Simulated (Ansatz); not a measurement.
## NaCl, one cell by several methods

```
Na Cl
1.0
     2.86000    0.00000    0.00000
     0.00000    2.86000    0.00000
     0.00000    0.00000    2.83140
Na Cl
1 1
Direct
  0.00000 0.00000 0.00000
  0.50000 0.50000 0.50000
```

Atoms are numbered in the order listed.

The conventional cell has a = 2.860 Å, b = 2.860 Å, c = 2.831 Å, α = 90.00°, β = 90.00°, γ = 90.00°. Na (atom 1) is surrounded by 8 Cl at 2.47 Å and 2 Na at 2.83 Å. Cl (atom 2) has 8 Na at 2.47 Å and 2 Cl at 2.83 Å as nearest neighbours.

The geometry is COD entry 2104025, unchecked; take it as a test cell. The listed cell was then made from it by scaling, straining or moving an atom.

Methods: DFT, PBEsol, PAW with Ansatz's default frozen-core files, scalar-relativistic (Ansatz 0.2.0); DFT, PBEsol, all-electron PAW with datasets made for the crystal, scalar-relativistic (Ansatz 0.2.0); DFT, PBEsol, all-electron LAPW, scalar-relativistic (Ansatz 0.2.0).

For PAW: a Γ-centred 8×8×8 k mesh, Fermi–Dirac smearing of 0.02 eV, cutoff 420 eV, no spin polarisation; the PAW files were made with PBE, and the program remakes their frozen cores for this functional. The crystal-made all-electron datasets (AE datasets) take a cutoff of 300 eV at this cell. LAPW targets a basis error of 0.25 meV/atom. The Ansatz runs share mesh, smearing and spin set-up. Plane-wave (PAW) pressures include the program's estimate of the Pulay term.

Stress and pressure are positive in compression.

```json
{"quantity": "pressure (GPa)", "PAW": "61.92", "AE datasets": "61.94", "LAPW": "61.94"}
{"quantity": "stress xx (GPa)", "PAW": "61.03", "AE datasets": "61.06", "LAPW": "61.05"}
{"quantity": "stress zz (GPa)", "PAW": "63.70", "AE datasets": "63.72", "LAPW": "63.72"}
{"quantity": "band gap (eV)", "PAW": "4.016", "AE datasets": "4.017", "LAPW": "4.017"}
{"quantity": "field gradient Vzz at Na1 (10²¹ V/m²)", "PAW": "0.07", "AE datasets": "0.06", "LAPW": "–"}
{"quantity": "field gradient Vzz at Cl2 (10²¹ V/m²)", "PAW": "-0.60", "AE datasets": "-0.58", "LAPW": "–"}
```
